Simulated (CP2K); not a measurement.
## La under changes of volume

One of the cells (38.320 Å³/atom); the others are scaled copies at fixed shape and fractional positions:

```
La
1.0
     3.67858    0.00000    0.00000
    -1.22619    3.46820    0.00000
    -1.22619   -1.73410    3.00355
La
1
Direct
  0.00000 0.00000 0.00000
```

This isn't the form of La at room conditions, which is double hcp.

```yaml
Program: CP2K 2026.2
Functional: LDA
Potentials_or_basis: GTH_POTENTIALS La GTH-PADE-q11; TZVP-MOLOPT-SR-GTH basis
Density_cutoff: 6123 eV
k_mesh: 9 × 9 × 9
Occupations: fermi-dirac, width 0.05 eV
Spin: no spin polarisation
```

```csv
volume (Å³/atom),energy over the lowest point (meV/atom),pressure (GPa)
36.020,0.00,-1.5
36.787,8.61,-2.0
37.553,19.83,-2.5
38.320,33.43,-3.0
39.086,49.20,-3.5
39.852,66.94,-3.8
40.619,?,?
```

Question: What does the run at 40.619 Å³/atom give?

Answer: Energy over the lowest point 86.47 meV/atom; pressure -4.2 GPa.

Worked out: A Birch-Murnaghan fit of order 3 (a polynomial in V^(-2/3)) to the other rows has no minimum within the range. It gives 86.51 meV/atom at 40.619 Å³/atom, against the run's 86.47, and -dE/dV = -4.3 GPa, against -4.2.

Energies are extrapolated to zero smearing.

Caveats: the basis of atomic orbitals isn't converged, which shifts pressures, moduli and gaps.
